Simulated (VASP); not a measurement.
Sn: relaxation of the atoms with PBEsol

Sn:

```
Sn
1.0
     0.00000    3.20186    3.20186
     3.20186    0.00000    3.20186
     3.20186    3.20186    0.00000
Sn
2
Direct
  0.00000 0.00000 0.00000
  0.25000 0.25000 0.25000
```

This isn't the form of Sn at room conditions, which is tetragonal (white tin).

The cell isn't the ideal one: a relaxed cell with its volume scaled by 0.94.

| Property | Result |
| --- | --- |
| Program | VASP 6.6.1 |
| Task | relaxation of the atoms |
| Functional | PBEsol |
| Potentials or basis | VASP PAW PBE potentials, release 64 (Sn_d) |
| Cutoff | 600 eV |
| k mesh | 10 × 10 × 10 |
| Occupations | gaussian, width 0.03 eV |
| Spin | no spin polarisation |
| Further INCAR settings | ALGO = Fast; EDIFF = 1e-07; IBRION = 2; EDIFFG = -0.01; NSW = 40 |

```yaml
Pressure_after_relaxing: 3.0 GPa
Band_gap_on_the_k_mesh: none (metal or under the smearing width)
```

Final structure:
```yaml
crystal:
  lattice:
    - [0.00000, 3.20186, 3.20186]
    - [3.20186, 0.00000, 3.20186]
    - [3.20186, 3.20186, 0.00000]
  atoms:
    - { symbol: Sn, position: [0.00000, 0.00000, 0.00000] }
    - { symbol: Sn, position: [0.25000, 0.25000, 0.25000] }
```

Levels at points of the mesh, in eV from the Fermi level:
```
           k point  band 12  band 13  band 14  band 15  band 16  band 17
(0.00, 0.00, 0.00)    -0.43     0.07     0.07     0.07     2.14     2.14
(0.50, 0.00, 0.00)    -6.50    -1.20    -1.20     0.00     3.21     3.21
(0.50, 0.50, 0.00)    -7.69    -2.62    -2.62     0.69     0.69     7.96
```

It took 40 s on 1 thread of Intel(R) Xeon(R) Platinum 8559C (Emerald Rapids) (shared host), peak memory 0.22 GiB.

Caveat: the relaxation stopped at its first step, so nothing moved; the PAW data sets were made with another functional, which shifts forces and pressure a little.
